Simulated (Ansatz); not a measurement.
Ag:

```
CELL_PARAMETERS angstrom
-1.61038 1.65353 1.61816
1.65931 -1.66055 1.67410
1.63933 1.68950 -1.62517
ATOMIC_POSITIONS crystal
Ag 0.00000 0.00000 0.00000
```

This isn't the form of Ag at room conditions, which is fcc.

The cell isn't the ideal one: cell sheared at random, sigma 0.01, atoms nudged by 0.01 Å.

Base run:

```yaml
Program: Ansatz 0.2.0
Functional: r2SCAN
Potentials_or_basis: Ansatz PAW
Cutoff: "500 eV (not typed: the program's choice for these potentials)"
k_mesh: 11 × 11 × 11
Occupations: fermi-dirac, width 0.05 eV
Spin: no spin polarisation
```

Its results: band gap on the k mesh none (metal or under the smearing width); pressure -3.6 GPa.

**Question.** The run is repeated on the same cell with these changes: k mesh from 11 × 11 × 11 to 6 × 6 × 6. What comes out?

**Answer.** Band gap on the k mesh none (metal or under the smearing width); pressure -3.0 GPa.

Caveats: some runs use coarse meshes; the PAW data sets come from PBE, with cores solved anew for the run's functional, which leaves a small shift of forces and pressure.
